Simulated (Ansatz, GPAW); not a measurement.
**MnO: the Hubbard U on Mn d in 2 programs**

```xyz
2
Lattice="0.0000 2.2239 2.2239 2.2239 0.0000 2.2239 2.2239 2.2239 0.0000" Properties=species:S:1:pos:R:3 pbc="T T T"
Mn    0.0000    0.0000    0.0000
O     2.2239    2.2239    2.2239
```

The cell is a database's computed one, not the measured one.

Kept alike: task band structure; functional PBEsol; k mesh 10 × 10 × 10; occupations fermi-dirac, width 0.05 eV; collinear spin, ferromagnetic start. The mesh is that of the run's cell of 2 atoms. No spin-orbit coupling.

- A: Ansatz, Ansatz PAW, made for PBE, cutoff 420 eV
- B: GPAW, PAW data sets generated for this functional, cutoff 800 eV

| Hubbard U on Mn d (eV) | A: pressure (GPa) | B: pressure (GPa) |
| --- | --- | --- |
| 0 | -7.16 | -5.92 |
| 1 | -2.08 | -0.45 |
| 2 | 0.39 | 1.93 |
| 3 | 1.58 | 2.73 |
| 4 | 2.77 | 3.48 |
| 6 | 5.11 | 4.87 |
| 8 | 7.38 | 6.11 |

U acts on projectors that differ between programs, so one value of U isn't one strength. Pressure is positive in compression; plane-wave values hold the error of the finite cutoff, which Ansatz corrects. Magnetic runs hold the state that their start led to. Values on potentials made for another functional: all of A.

Q: How large is the effect of the Hubbard U on Mn d, and do the programs agree on it?

A: From 0 to 8 eV the pressure moves by +14.54 in A, +12.03 in B (GPa). Row by row the programs differ by 0.24 to 1.63, and the shifts point the same way but differ by 17 % of the larger.

In both programs the pressure rises at every step in U and changes sign between 1 and 2 eV, so a cell that tends to contract without U tends to expand at larger U. The likely reason is weaker covalency: U localises the occupied Mn d states and raises the empty ones, which reduces d-d overlap and the bonding admixture of Mn d into O p. The rise is steepest between 0 and 1 eV. This suggests that the electronic state itself changes there, probably towards the fully high-spin d⁵ configuration expected of Mn²⁺, though moments and gaps would be needed to confirm it.

The disagreement is not a constant offset. B gives the higher pressure up to 4 eV and A at 6 and 8 eV, probably because the effective strength of the correction differs. The zero crossing is no calibration of U for real MnO, whose ground state is antiferromagnetic, with superexchange that contributes differently to the equilibrium volume.
